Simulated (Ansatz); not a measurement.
# Si8O15: the cost of one run

Method: DFT PBE+D3(BJ), plane waves, PAW, scalar-relativistic, no spin polarisation, in Ansatz 0.2.0.

## (1) The system as given

The cell holds 23 atoms (O15Si8): a = 6.758 Å, b = 6.082 Å, c = 6.500 Å, α = 64.87°, β = 54.57°, γ = 60.56°.

Coordinates:

```xyz
23
Lattice="0.0000 5.0462 4.4946 4.0970 0.0000 4.4946 4.0970 5.0462 0.0000" Properties=species:S:1:pos:R:3 pbc="T T T"
Si    4.0646    5.8955    1.1413
Si    2.0220    1.7035    3.3456
Si    4.0933    4.3069    7.8294
Si    2.0725    3.3172    1.1325
O     2.9915    3.1576    4.1576
O     3.1253    4.4276    1.9006
O     5.0544    4.3957    4.8056
O     1.1497    3.1749    2.5850
O     5.1990    1.8983    4.8426
O     5.0459    5.6932    2.5414
O     7.2736    5.6801    4.1072
O     3.0228    1.8728    1.8111
Si    4.0961    5.8209    5.5984
Si    6.1235    6.7824    7.8896
Si    4.0683    4.2763    3.3430
Si    6.1752    8.2923    5.6323
O     2.9971    8.1405    4.0944
O     3.1595    4.3794    6.4041
O     0.9679    4.4605    4.8392
O     5.1582    8.2416    7.1608
O     4.9935    5.6295    7.1591
O     3.1162    5.6670    4.0868
O     7.1181    6.9338    6.3395
```

## (2) Relaxing end A

File input.yaml:

```yaml
crystal:
  lattice:
    - [0.0, 5.0462, 4.4946]
    - [4.097, 0.0, 4.4946]
    - [4.097, 5.0462, 0.0]
  atoms:
    - { symbol: Si, position: [0.215072, 0.0388629, 0.9532274] }
    - { symbol: Si, position: [0.2941962, 0.4501529, 0.0433761] }
    - { symbol: Si, position: [0.7981853, 0.9437812, 0.05531] }
    - { symbol: Si, position: [0.2017265, 0.050235, 0.4556296] }
    - { symbol: O, position: [0.4102986, 0.5147177, 0.2154408] }
    - { symbol: O, position: [0.2687322, 0.1541336, 0.6086898] }
    - { symbol: O, position: [0.3533094, 0.7158936, 0.5177775] }
    - { symbol: O, position: [0.4618413, 0.1132998, 0.1673257] }
    - { symbol: O, position: [0.0923203, 0.9851108, 0.2838726] }
    - { symbol: O, position: [0.2310224, 0.3344064, 0.8971999] }
    - { symbol: O, position: [0.1320347, 0.7817672, 0.9935898] }
    - { symbol: O, position: [0.0181315, 0.3848205, 0.3529944] }
    - { symbol: Si, position: [0.6996621, 0.5459164, 0.4538598] }
    - { symbol: Si, position: [0.8023895, 0.9529649, 0.5416616] }
    - { symbol: Si, position: [0.2991076, 0.4446782, 0.5483193] }
    - { symbol: Si, position: [0.6945654, 0.5585511, 0.9487064] }
    - { symbol: O, position: [0.8963153, 0.0146387, 0.7168854] }
    - { symbol: O, position: [0.7607616, 0.6640763, 0.1070999] }
    - { symbol: O, position: [0.8621677, 0.2144941, 0.0217561] }
    - { symbol: O, position: [0.9837018, 0.6094966, 0.6495314] }
    - { symbol: O, position: [0.7447926, 0.8480337, 0.3707912] }
    - { symbol: O, position: [0.6358493, 0.2734268, 0.4871708] }
    - { symbol: O, position: [0.523563, 0.8868987, 0.8504915] }
basis:
  ecutwfc: 420.0
kpoints:
  mp_grid: { grid: [2, 2, 2] }
hamiltonian:
  xc: pbe
  dispersion: d3bj
  pseudopotentials: { kind: paw, azcp: { folder: soft_1 } }
scf:
  occupations: { method: fermi_dirac, width: 0.05 }
  lower_state_search: "off"
relax:
  f_tol: 0.03
  max_steps: 60
  adjacent_minimum: "off"
```

Started as:

```sh
$ ansatz run input.yaml --threads 1 --pin off --max-ram 3072MiB --backend cpu --events-out ev --progress --plain --runs-dir out
```

Q: Estimate wall time and peak memory on 1 thread of Intel Xeon 6975P-C (Granite Rapids), shared host.

About 16 s, with a peak of 0.53 GiB.
